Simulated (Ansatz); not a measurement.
**CoSi2 (AlB2 type): how the settings move a single-point run**

How sensitive is a single-point run of CoSi2 (AlB2 type) to its settings? A reference run comes first, then one run with altered input.

Computed with Ansatz 0.2.0 (reference: DFT, PBE, all-electron LAPW, scalar-relativistic, unless a step's input says otherwise).

## (1) Starting point

It takes space group P6/mmm (No. 191, hexagonal). Conventional cell: a = 3.531 Å, b = 3.531 Å, c = 2.161 Å, α = 90.00°, β = 90.00°, γ = 120.00°. Around Co (site symmetry 6/mmm) lie 2 Co at 2.16 Å and 12 Si at 2.31 Å. Around Si (site symmetry -6m2) lie 5 Si at 2.04 to 2.16 Å and 6 Co at 2.31 Å.

Coordinates:

```
CELL_PARAMETERS angstrom
3.53078 0.00000 0.00000
-1.76539 3.05775 0.00000
0.00000 0.00000 2.16106
ATOMIC_POSITIONS crystal
Co 0.00000 0.00000 0.00000
Si 0.33333 0.66667 0.50000
Si 0.66667 0.33333 0.50000
```

## (2) The reference run

input.yaml reads:

```yaml
crystal:
  lattice:
    - [3.5307847387, 0.0, 0.0]
    - [-1.7653923693, 3.057749279, 0.0]
    - [0.0, 0.0, 2.1610599751]
  atoms:
    - { symbol: Co, position: [0.0, 0.0, 0.0] }
    - { symbol: Si, position: [0.3333333333, 0.6666666667, 0.5] }
    - { symbol: Si, position: [0.6666666667, 0.3333333333, 0.5] }
kpoints:
  mp_grid: { grid: [10, 10, 8] }
  band_path:
    path:
      - [0.0, 0.0, 0.0]
      - [0.5, 0.0, 0.0]
      - [0.3333333333, 0.3333333333, 0.0]
      - [0.0, 0.0, 0.0]
      - [0.0, 0.0, 0.5]
      - [0.5, 0.0, 0.5]
      - [0.3333333333, 0.3333333333, 0.5]
      - [0.0, 0.0, 0.5]
      - [0.5, 0.0, 0.5]
    npoints: 8
scf:
  occupations: { method: fermi_dirac, width: 0.08 }
hamiltonian:
  xc: pbe
  pseudopotentials: { kind: all_electron, lapw: { basis_error: 0.001 } }
output:
  forces: true
  stress: true
  eigenvalues: true
  populations: true
  dos: { projected: true, de: 0.2, e_range: [-14, 8] }
```

The run is started by

```bash
$ ansatz run input.yaml --threads 1 --pin off --max-ram 3072MiB --backend cpu --events-out ev --progress --plain --runs-dir out
```

## (3) Changed: occupations.method gaussian, occupations.width 0.001, dr2_threshold 1.0e-05

input.yaml: that of step 2 with these lines changed.

```diff
@@ -24,3 +24,4 @@
 scf:
-  occupations: { method: fermi_dirac, width: 0.08 }
+  occupations: { method: gaussian, width: 0.001 }
+  convergence: { dr2_threshold: 1.0e-05 }
 hamiltonian:
@@ -33,2 +34 @@
   populations: true
-  dos: { projected: true, de: 0.2, e_range: [-14, 8] }
```

What does the calculation give? Wanted: for each run, ending; energy change; pressure; gap; force.

The runs gave:

```
                                                                           run     ending        energy change  pressure (GPa)  gap (eV)  force (eV/Å)  cycles  time
                                                                     reference  converged                    0           201.4      0.00          0.00       8  50 s
1: occupations.method gaussian, occupations.width 0.001, dr2_threshold 1.0e-05  converged  +1.0 meV/atom (σ→0)           201.0      0.00          0.00       8  48 s
```

Times don't compare one to one where runs were asked for different outputs or read a saved state (see the inputs); cycles may leave out searches for a lower state.

Residual by cycle in the longest SCF loop of each run; runs are numbered as in the table. The quantity is the density residual dr2, in eV.

```
cycle  reference   run 1
    1      0.487   0.479
    2      0.237    2.14
    3     0.0245   0.214
    4    0.00689  0.0109
    5     2.6e-4  7.0e-4
    6     1.4e-6  8.8e-5
    7     6.7e-8  1.8e-5
    8     1.8e-9  1.9e-6
```

Changing the smearing and convergence setting moves the energy by +1.0 meV/atom (σ→0 values), and the pressure goes from 201.4 to 201.0 GPa. The structure is not at rest: the sound run finds 201 GPa, so these are no properties of the relaxed crystal. The reference has no spin polarisation; with Co present, a magnetic state may lie lower.
